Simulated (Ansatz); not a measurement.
System: zinc-blende AlSb. Method: B3LYP (VWN-RPA form) in Ansatz (PAW).

Numerical settings: plane-wave cutoff 460 eV, 8×8×8 k mesh, Fermi–Dirac smearing 0.01 eV, scalar-relativistic PAW data made under PBE.

Pressure at four volumes; x = ln(V/30.297 Å³). One pressure is withheld.

```tsv
V (Å³/atom)	x	P (GPa)
28.782	-0.0513	?
29.323	-0.0327	1.90
30.297	0.0000	0.12
31.812	0.0488	-2.10
```

Question: Pass a parabola P(x) through the three rows shown, estimate the bulk modulus and its pressure derivative near zero pressure, and predict the withheld pressure.

Answer: Slopes between the rows: (0.12 − (1.90))/(0.0000 − (-0.0327)) = -54.43 and (-2.10 − (0.12))/(0.0488 − (0.0000)) = -45.49 GPa. Their difference over the span 0.0815 is c = 8.94/0.0815 = 109.7 GPa, so P(x) = 1.90 + (-54.43)(x − (-0.0327)) + 109.7 (x − (-0.0327))(x − (0.0000)). At the middle row B = −dP/dx = −[-54.43 + 109.7 × 0.0327] = 50.8 GPa, and B′ = dB/dP = 2c/B = 4.3. At x = -0.0513 the parabola gives 3.02 GPa; the run gives 3.03 GPa. The Birch–Murnaghan fit to the energies at all volumes has B0 = 50.1 GPa and B′ = 4.5.

Measured, for comparison: bulk modulus 58.2 GPa (temperature not stated, not corrected to a static lattice; as tabulated in Toher et al. (2017), arXiv:1611.05714). Computed (rounded) less measured: bulk modulus -14 %.

Spin–orbit coupling is not included.

Ansatz is a quantum-chemistry and plane-wave program.
